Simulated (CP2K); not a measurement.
Crystal: SnTe.

```xyz
2
Lattice="5.1069 0.0000 0.0000 2.5535 4.4227 0.0000 2.5535 1.4742 4.1698" Properties=species:S:1:pos:R:3 pbc="T T T"
Te    7.6604    4.4227    3.1273
Sn    0.0000    0.0000    0.0000
```

Measurements of this composition are mostly on another form, of space group No. 225.

The cell isn't the ideal one: the cell as VASP's run set it.

Base run:

```yaml
Program: CP2K 2026.2
Functional: PBE
Potentials_or_basis: POTENTIAL_UZH Te GTH-PBE-q6, Sn GTH-PBE-q4; TZVP-MOLOPT-PBE-GTH basis
Density_cutoff: 6123 eV
k_mesh: 7 × 7 × 7
Occupations: gaussian, width 0.05 eV
Spin: no spin polarisation
```

Its results: band gap on the k mesh 0.32 eV, indirect (least direct gap 0.81 eV); pressure 0.4 GPa.

Task: The run is repeated on the same cell with these changes: functional from PBE to RPBE. What comes out?

Result: Band gap on the k mesh 0.40 eV, indirect (least direct gap 0.87 eV); pressure 0.9 GPa.

RPBE binds less tightly than PBE, so the same cell stands under more pressure.

Caveats: spin-orbit coupling is left out, which moves the levels of the heavy elements; an odd mesh through Γ misses points on the zone boundary, where band edges often lie; the basis of atomic orbitals isn't converged, which shifts pressures, moduli and gaps; the potentials were made for another functional, which shifts forces and pressure (some runs).
